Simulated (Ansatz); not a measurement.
# HgSe (F-43m) in Ansatz: notebook

One crystal, HgSe, is run at these levels: r2SCAN; tasks: single point, equation of state.

All numbers are computed with Ansatz 0.2.0; they aren't measurements. Logs are shortened: lines on timing, memory, paths and dates and some standing lists are left out, and cuts for length are marked.

**Measured values to compare with.**

From “The pseudo-binary mercury chalcogenide alloy HgSe0.7S0.3 at high pressure: a mechanism of the zinc blende/cinnabar reconstructive phase transition”, 2002, arxiv:cond-mat/0209548, for a bulk crystal of HgSe: bulk modulus 51.6 ± 0.2 GPa.

The runs below are set against these values where they give the same quantity.

**1. The structure**

The structure is cubic, space group F-43m (No. 216). The conventional cell has a = 6.078 Å, b = 6.078 Å, c = 6.078 Å, α = 90.00°, β = 90.00°, γ = 90.00°. Hg (site symmetry -43m) is surrounded by 4 Se at 2.63 Å. Se (site symmetry -43m) is surrounded by 4 Hg at 2.63 Å.

**2. Single point, r2SCAN, 26.38 Å³/atom (volume scaled by 0.94)**

Contents of input.yaml:

```yaml
crystal:
  lattice:
    - [0.0, 2.9769621844, 2.9769621844]
    - [2.9769621844, 0.0, 2.9769621844]
    - [2.9769621844, 2.9769621844, 0.0]
  atoms:
    - { symbol: Hg, position: [0.0, 0.0, 0.0] }
    - { symbol: Se, position: [0.75, 0.75, 0.75] }
hamiltonian:
  xc: r2scan
  pseudopotentials: { kind: paw }
kpoints:
  mp_grid: { grid: [8, 8, 8] }
scf:
  occupations: { method: fermi_dirac, width: 0.05 }
output:
  forces: true
  stress: true
  eigenvalues: true
  write_density: true
  write_potential: true
  elf: true
  volumetric_format: npy
```

Potentials or basis: Ansatz PAW.

Started as:

```
> ansatz run input.yaml --threads 2 --pin off --max-ram 5632MiB --backend cpu --events-out ev --progress --plain --runs-dir out
```

Log:

```text
Warning: RAYON_NUM_THREADS=2 ignored (pool sized by the plan → 2); use --threads N
Engine: ansatz 0.2.0, x86_64-unknown-linux-gnu
Pseudopotentials: kind: paw
Pseudopotential: Hg, paw, valence charge 20, recommended cutoff 500 eV (meta_gga), Hg.paw.azcp
Pseudopotential: Se, paw, valence charge 16, recommended cutoff 500 eV (meta_gga), Se.paw.azcp
Functional definition: r2SCAN
  parameter k0 = 0.174
  parameter k1 = 0.065
  parameter a1 = 4.9479
  exchange = r2scan_x(k0 = k0, k1 = k1, a1 = a1)
  correlation = r2scan_c
Crystal: 2 atoms, lattice volume = 52.765 Å³
Basis set: ecut = 500 eV, 1363 PW (Γ), exchange–correlation on 128×128×128 points (64 copies of the dense FFT grid, shifted against one another)
Bands: 22, of which v1, the nominal top of the filled ones, is band 18 counted from 1 (17 counted from 0)
Symmetry: 24 space group operations
Space group: F-43m (ITA 216), of the structure as read, at distance tolerance 3.8e-5 Å
k-points: 29 of 512 (time reversal used)
Non-local potential: Hg, projectors of the file, l = 0: 3, l = 1: 2, l = 2: 2, l = 3: 1
Non-local potential: Se, projectors of the file, l = 0: 2, l = 1: 2, l = 2: 3, l = 3: 1
PAW form: soft (Blöchl's): semilocal exchange-correlation on the pseudo side does not see the compensation charge
PAW frozen core: Hg, regenerated for the run's functional (the file was generated under x = pbe(κ = 0.804, μ = 0.2195149727645171), c = pbe(β = 0.06672455060314922))
PAW frozen core: Se, regenerated for the run's functional (the file was generated under x = pbe(κ = 0.804, μ = 0.2195149727645171), c = pbe(β = 0.06672455060314922))
PAW one-centre angular grid: Hg, 590 points (default); XC on 160 Gauss nodes
PAW one-centre angular grid: Se, 590 points (default); XC on 160 Gauss nodes
Initial density: superposition of atomic densities (neutral atoms: chi_scale 0, normalization atom), corrected by the library's trained network
Initial wavefunctions: pseudopotential atomic-orbital guess
Functional: x = r2scan, c = r2scan; τ floored in thin density (d = 2e-4 eV/Å³)
SCF iter   1: F=—  HF=-19306.319785 eV  |F-HF|=—  |Δ(HF+E_count)|=         —  Δρ=6.62e-3  dr2=1.40e-2  dr2_τ=2.24e-2  ethr=1.77e-3  ⟨swp⟩=6.0  Hψ=2784  notcnv=0
preconditioner: auto → none  [insulator: Δε(μ)=0.876 eV  Ē_g=12.318 eV  σ=0.050 eV  W_gap=0.72  n_scr=14 (ndim 8)  ℏωp=21.7 eV  f_vac=0.172  D(μ)=0.06/eV (n_scr^D=0)  ε∞_Penn≈4.1]
SCF iter   2: F=—  HF=-19306.325189 eV  |F-HF|=—  |Δ(HF+E_count)|=   5.40e-3  Δρ=2.94e-3  dr2=1.62e-3  dr2_τ=9.21e-4  ethr=3.88e-5  ⟨swp⟩=3.0  Hψ=1499  notcnv=0
SCF iter   3: F=—  HF=-19306.325322 eV  |F-HF|=—  |Δ(HF+E_count)|=   1.33e-4  Δρ=1.37e-3  dr2=3.16e-4  dr2_τ=5.69e-5  ethr=4.50e-6  ⟨swp⟩=2.0  Hψ=871  notcnv=0
SCF iter   4: F=—  HF=-19306.325386 eV  |F-HF|=—  |Δ(HF+E_count)|=   6.40e-5  Δρ=2.26e-4  dr2=1.70e-5  dr2_τ=2.99e-6  ethr=8.78e-7  ⟨swp⟩=2.7  Hψ=1065  notcnv=0
SCF iter   5: F=—  HF=-19306.325386 eV  |F-HF|=—  |Δ(HF+E_count)|=   1.52e-7  Δρ=3.68e-5  dr2=2.66e-7  dr2_τ=2.67e-8  ethr=4.73e-8  ⟨swp⟩=2.0  Hψ=1045  notcnv=0
SCF iter   6: F=-19306.325386 eV  HF=-19306.325386 eV  |F-HF|=1.35e-9  |Δ(HF+E_count)|=   2.23e-7  Δρ=8.88e-6  dr2=2.87e-8  dr2_τ=2.96e-9  ethr=2.78e-10  ⟨swp⟩=9.8  Hψ=4499  notcnv=0
SCF 1 converged in 6 iterations: F = -19306.325386 eV  dr2 = 2.87e-8
SCF converged after 6 iterations
Free energy (F): -19306.325386 eV
Harris-Foulkes:  -19306.325386 eV  (|F-HF|=1.35e-9)
Internal energy: -19306.324846 eV  (E = F + TS)
E sigma→0 (E₀):  -19306.325116 eV
Entropy (-TS):   -0.000540 eV (-0.270 meV/atom)
Fermi energy:    9.748982 eV
--- Per-component energies (eV) ---
  E_band       = -876.776657
  E_kinetic    = 724.041192
  E_local      = -5637.277419  (includes V_loc(G=0)·N_el)
  E_nonlocal   = -520.583358
  E_hartree    = 2590.363663
  E_xc         = -306.940898
  E_vxc        = -396.336503  (∫ρ·V_xc dr)
  E_paw        = -11896.332383  (= ΣΔE_a)
  E_vpaw       = -252.626740  (= ΣTr[D̂ρ^β])
  E_aug_tail   = 0.000185  (compensation charges beyond the density's cutoff)
  E_vtau       = 25.289056  (kinetic-family band-sum trace: ∫τ·v_τ [+ j·A + Jᵃ·Aᵃ] dr)
  E_ewald      = -4257.682128
  E_core_change = -1.913698  (= ΣΔE_core)
  E_smearing   = -0.000540  (= −TS)
  E_closure    = 0.000000  (closes the sum)
  Σ components = -19306.325386   (vs F -19306.325386, Δ=0.00e0)
--- Forces (eV/Å), atoms counted from 1 ---
  atom   1  Hg    -0.00000000    -0.00000000     0.00000000
  atom   2  Se     0.00000000     0.00000000    -0.00000000
  max |Σ_I F_I| component: 1.85e-17 eV/Å
--- Stress (GPa, compression-positive) ---
        7.531121      -0.000000      -0.000000
        0.000000       7.531121       0.000000
       -0.000000       0.000000       7.531121
  P = ⅓ Tr σ = 7.5311 GPa (75.311 kbar)
--- Band table (eV; the first three rows and the last of 29) ---
  k-point 0: bands = ["-107.3493", "-55.2115", "-55.2115", "-55.2115", "-38.8098", "-38.8098", "-38.8098", "-38.8038", "-38.8038", "-4.7467", "1.8353", "1.8353", "1.8353", "2.7467", "2.7467", "9.1698", "9.7010", "9.7010", "9.7010", "15.5452", "15.5452", "15.5452"]
  k-point 1: bands = ["-107.3493", "-55.2116", "-55.2116", "-55.2116", "-38.8099", "-38.8098", "-38.8098", "-38.8038", "-38.8038", "-4.6673", "1.8668", "1.8718", "1.8718", "2.7439", "2.7439", "7.9403", "9.5161", "9.5161", "10.5731", "15.1780", "15.7891", "15.7891"]
  k-point 2: bands = ["-107.3493", "-55.2119", "-55.2116", "-55.2116", "-38.8100", "-38.8098", "-38.8098", "-38.8038", "-38.8038", "-4.4693", "1.9534", "1.9534", "2.0282", "2.7503", "2.7503", "6.2884", "9.1034", "9.1034", "11.0967", "15.4424", "16.2123", "16.2123"]
  k-point 28: bands = ["-107.3493", "-55.2121", "-55.2120", "-55.2118", "-38.8101", "-38.8100", "-38.8098", "-38.8038", "-38.8037", "-3.9809", "2.1806", "2.3235", "2.6288", "2.6794", "3.5107", "3.9080", "6.5204", "6.9453", "13.8334", "15.0878", "16.3682", "17.4679"]
```

rho_z.tsv:

```text
# z_ang	rho[e/angstrom^3]
# format = ansatz-planar-average/11
# lattice	0.000000000	2.976962184	2.976962184
# lattice	2.976962184	0.000000000	2.976962184
# lattice	2.976962184	2.976962184	0.000000000
# sites	2
# site	80	0.000000000	0.000000000	0.000000000
# site	34	4.465443277	4.465443277	4.465443277
0.000000	1.311848e0
0.131564	1.243119e0
0.263129	1.108773e0
0.394693	9.304067e-1
0.526258	7.335206e-1
0.657822	5.425437e-1
[... 24 lines left out ...]
3.946932	1.249770e0
4.078496	1.308534e0
```

Run time: 3 s. Hardware: 2 threads of Intel Xeon Platinum 8488C (Sapphire Rapids), shared host; peak memory 0.53 GiB.

What came out:

| Item | Value |
| --- | --- |
| Free energy | -19306.3254 eV |
| Pressure | 7.5 GPa |
| Band gap on the k mesh | none (metal or under the smearing width) |

Caveat: the PAW data sets come from PBE, with cores solved anew for the run's functional, which leaves a small shift of forces and pressure.

**3. Single point, r2SCAN, 26.94 Å³/atom (volume scaled by 0.96)**

Contents of input.yaml:

```yaml
crystal:
  lattice:
    - [0.0, 2.9979273976, 2.9979273976]
    - [2.9979273976, 0.0, 2.9979273976]
    - [2.9979273976, 2.9979273976, 0.0]
  atoms:
    - { symbol: Hg, position: [0.0, 0.0, 0.0] }
    - { symbol: Se, position: [0.75, 0.75, 0.75] }
hamiltonian:
  xc: r2scan
  pseudopotentials: { kind: paw }
kpoints:
  mp_grid: { grid: [8, 8, 8] }
scf:
  occupations: { method: fermi_dirac, width: 0.05 }
output:
  forces: true
  stress: true
  eigenvalues: true
```

Potentials or basis: Ansatz PAW.

Started as:

```
> ansatz run input.yaml --threads 2 --pin off --max-ram 5632MiB --backend cpu --events-out ev --progress --plain --runs-dir out
```

Run time: 2.5 s. Hardware: 2 threads of Intel Xeon Platinum 8488C (Sapphire Rapids), shared host; peak memory 0.55 GiB.

It converged, with:

- Free energy: -19306.3721 eV
- Pressure: 5.8 GPa
- Band gap on the k mesh: none (metal or under the smearing width)

Caveat: the PAW data sets come from PBE, with cores solved anew for the run's functional, which leaves a small shift of forces and pressure.

**4. Single point, r2SCAN, 27.51 Å³/atom (volume scaled by 0.98)**

input.yaml, as its differences from that of step 3:

```diff
@@ -2,5 +2,5 @@
   lattice:
-    - [0.0, 2.9979273976, 2.9979273976]
-    - [2.9979273976, 0.0, 2.9979273976]
-    - [2.9979273976, 2.9979273976, 0.0]
+    - [0.0, 3.0186034123, 3.0186034123]
+    - [3.0186034123, 0.0, 3.0186034123]
+    - [3.0186034123, 3.0186034123, 0.0]
   atoms:
@@ -19 +19,5 @@
   eigenvalues: true
+  write_density: true
+  write_potential: true
+  elf: true
+  volumetric_format: npy
```

Started as:

```
> ansatz run input.yaml --threads 2 --pin off --max-ram 5632MiB --backend cpu --events-out ev --progress --plain --runs-dir out
```

It took 3.1 s on 2 threads of Intel Xeon Platinum 8488C (Sapphire Rapids), shared host; peak memory 0.55 GiB.

Results (log left out):

- Free energy: -19306.4074 eV
- Pressure: 4.3 GPa
- Band gap on the k mesh: none (metal or under the smearing width)

Caveat: the PAW data sets come from PBE, with cores solved anew for the run's functional, which leaves a small shift of forces and pressure.

**5. Single point, r2SCAN, 28.07 Å³/atom**

input.yaml, as its differences from that of step 4:

```diff
@@ -2,5 +2,5 @@
   lattice:
-    - [0.0, 3.0186034123, 3.0186034123]
-    - [3.0186034123, 0.0, 3.0186034123]
-    - [3.0186034123, 3.0186034123, 0.0]
+    - [0.0, 3.039, 3.039]
+    - [3.039, 0.0, 3.039]
+    - [3.039, 3.039, 0.0]
   atoms:
```

Started as:

```
> ansatz run input.yaml --threads 2 --pin off --max-ram 5632MiB --backend cpu --events-out ev --progress --plain --runs-dir out
```

Wall time 3.1 s (2 threads of Intel Xeon Platinum 8488C (Sapphire Rapids), shared host); peak memory 0.56 GiB.

Results (log left out):

| Property | Result |
| --- | --- |
| Free energy | -19306.4327 eV |
| Pressure | 2.9 GPa |
| Band gap on the k mesh | none (metal or under the smearing width) |

Caveat: the PAW data sets come from PBE, with cores solved anew for the run's functional, which leaves a small shift of forces and pressure.

**6. Single point, r2SCAN, 28.63 Å³/atom (volume scaled by 1.02)**

input.yaml, as its differences from that of step 5:

```diff
@@ -2,5 +2,5 @@
   lattice:
-    - [0.0, 3.039, 3.039]
-    - [3.039, 0.0, 3.039]
-    - [3.039, 3.039, 0.0]
+    - [0.0, 3.0591264144, 3.0591264144]
+    - [3.0591264144, 0.0, 3.0591264144]
+    - [3.0591264144, 3.0591264144, 0.0]
   atoms:
@@ -19,5 +19 @@
   eigenvalues: true
-  write_density: true
-  write_potential: true
-  elf: true
-  volumetric_format: npy
```

Potentials or basis: Ansatz PAW.

Started as:

```
> ansatz run input.yaml --threads 2 --pin off --max-ram 5632MiB --backend cpu --events-out ev --progress --plain --runs-dir out
```

It took 2.5 s on 2 threads of Intel Xeon Platinum 8488C (Sapphire Rapids), shared host; peak memory 0.56 GiB.

It converged, with:

- Free energy: -19306.4490 eV
- Pressure: 1.7 GPa
- Band gap on the k mesh: none (metal or under the smearing width)

Caveat: the PAW data sets come from PBE, with cores solved anew for the run's functional, which leaves a small shift of forces and pressure.

**7. Single point, r2SCAN, 29.19 Å³/atom (volume scaled by 1.04)**

input.yaml, as its differences from that of step 6:

```diff
@@ -2,5 +2,5 @@
   lattice:
-    - [0.0, 3.0591264144, 3.0591264144]
-    - [3.0591264144, 0.0, 3.0591264144]
-    - [3.0591264144, 3.0591264144, 0.0]
+    - [0.0, 3.0789914282, 3.0789914282]
+    - [3.0789914282, 0.0, 3.0789914282]
+    - [3.0789914282, 3.0789914282, 0.0]
   atoms:
```

Started as:

```
> ansatz run input.yaml --threads 2 --pin off --max-ram 5632MiB --backend cpu --events-out ev --progress --plain --runs-dir out
```

Wall time 2.5 s (2 threads of Intel Xeon Platinum 8488C (Sapphire Rapids), shared host); peak memory 0.56 GiB.

It converged, with:

```yaml
Free_energy: -19306.4573 eV
Pressure: 0.6 GPa
Band_gap_on_the_k_mesh: none (metal or under the smearing width)
```

Caveat: the PAW data sets come from PBE, with cores solved anew for the run's functional, which leaves a small shift of forces and pressure.

**8. Single point, r2SCAN, 29.75 Å³/atom (volume scaled by 1.06)**

input.yaml, as its differences from that of step 7:

```diff
@@ -2,5 +2,5 @@
   lattice:
-    - [0.0, 3.0789914282, 3.0789914282]
-    - [3.0789914282, 0.0, 3.0789914282]
-    - [3.0789914282, 3.0789914282, 0.0]
+    - [0.0, 3.0986033673, 3.0986033673]
+    - [3.0986033673, 0.0, 3.0986033673]
+    - [3.0986033673, 3.0986033673, 0.0]
   atoms:
@@ -19 +19,5 @@
   eigenvalues: true
+  write_density: true
+  write_potential: true
+  elf: true
+  volumetric_format: npy
```

Started as:

```
> ansatz run input.yaml --threads 2 --pin off --max-ram 5632MiB --backend cpu --events-out ev --progress --plain --runs-dir out
```

Wall time 3.2 s (2 threads of Intel Xeon Platinum 8488C (Sapphire Rapids), shared host); peak memory 0.56 GiB.

Results (log left out):

```
Free energy            : -19306.4583 eV
Pressure               : -0.3 GPa
Band gap on the k mesh : none (metal or under the smearing width)
```

Caveat: the PAW data sets come from PBE, with cores solved anew for the run's functional, which leaves a small shift of forces and pressure.

**9. Equation of state, r2SCAN**

Potentials or basis: Ansatz PAW.

No new run: the results of the series are fitted here.

What came out:

| Property | Result |
| --- | --- |
| Equilibrium volume | 29.55 Å³/atom |
| Bulk modulus | 50 GPa |
| Pressure derivative of the bulk modulus | 4.9 |

Energy against volume, from the lowest point:
```csv
volume (Å³/atom),energy (meV/atom)
26.383,66.46
26.944,43.13
27.505,25.43
28.067,12.79
28.628,4.64
29.189,0.53
29.751,0.00
```

Caveat: the PAW data sets were made with another functional, which shifts forces and pressure a little. The run has no spin-orbit coupling, so splittings on Hg are missing.

**10. How close it comes**

Step 9. Against the measured bulk modulus of HgSe, 51.6 GPa (quoted in “The pseudo-binary mercury chalcogenide alloy HgSe0.7S0.3 at high pressure: a mechanism of the zinc blende/cinnabar reconstructive phase transition”, 2002, arxiv:cond-mat/0209548), the calculated 50 GPa is off by -2.7 %. The fit is for a static lattice scaled at fixed shape and fixed fractional positions.
